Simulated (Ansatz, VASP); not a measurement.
# Two plane-wave programs on MgO

INCAR

```
SYSTEM = MgO
PREC     = Accurate       ! precision mode
ENCUT    = 520            ! plane-wave cutoff, eV
EDIFF    = 1E-6           ! SCF threshold, eV
ISMEAR   = 0              ! smearing method
SIGMA    = 0.05           ! smearing width, eV
LREAL    = .FALSE.        ! projectors in reciprocal space
LASPH    = .TRUE.         ! aspherical terms in the spheres
NELM     = 60             ! most SCF steps
ALGO     = Normal         ! electronic algorithm
ISIF     = 2              ! what is computed and relaxed
LWAVE    = .FALSE.        ! write WAVECAR
LCHARG   = .FALSE.        ! write CHGCAR
GGA      = PS             ! functional
NBANDS   = 11             ! bands
```

Contents of KPOINTS:

```
Automatic mesh
0
G
  10 10 10
  0 0 0
```

POSCAR

```
MgO
1.0
   -0.1020800456      2.0853495038      2.0853495038
    2.0853495038     -0.1020800456      2.0853495038
    2.0853495038      2.0853495038     -0.1020800456
Mg O
1 1
Direct
    0.0000000000      0.0000000000      0.0000000000
    0.5000000000      0.5000000000      0.5000000000
```

Input for Ansatz:

```yaml
crystal:
  lattice:
    - [-0.1020800456, 2.0853495038, 2.0853495038]
    - [2.0853495038, -0.1020800456, 2.0853495038]
    - [2.0853495038, 2.0853495038, -0.1020800456]
  atoms:
    - { symbol: Mg, position: [0.0, 0.0, 0.0] }
    - { symbol: O, position: [0.5, 0.5, 0.5] }
basis:
  ecutwfc: 420
kpoints:
  mp_grid: { grid: [10, 10, 10] }
hamiltonian:
  xc: pbesol
scf:
  occupations: { method: gaussian, width: 0.05 }
output:
  forces: true
  stress: true
  eigenvalues: true
```

Alike in both runs: task single point; functional PBEsol; k mesh 10 × 10 × 10; occupations gaussian, width 0.05 eV; no spin polarisation.

|  | VASP | Ansatz |
| --- | --- | --- |
| version | VASP 6.6.1 | Ansatz 0.2.0 |
| potentials or method | VASP PAW PBE potentials, release 64 (Mg, O) | scalar-relativistic, plane waves, PAW |
| plane-wave cutoff (eV) | 520 | 420 |
| valence electrons in the cell | 8 | 16 |

|  | VASP | Ansatz | Ansatz less VASP |
| --- | --- | --- | --- |
| gap on the k mesh at the Fermi level (eV) | 3.85 | 3.86 | +0.004 |
| least direct gap on the mesh (eV) | 3.85 | 3.86 | +0.004 |
| pressure (GPa) | -6.3 | -5.7 | +0.57 |
| largest component of the traceless stress (GPa) | 5.98 | 5.94 | -0.043 |

The functional is the same, so the differences come from potentials, cutoffs and numerics. The two sets of potentials don't hold the same shells in valence.

Caveats: the PAW data sets were made with another functional, which shifts forces and pressure a little (VASP).
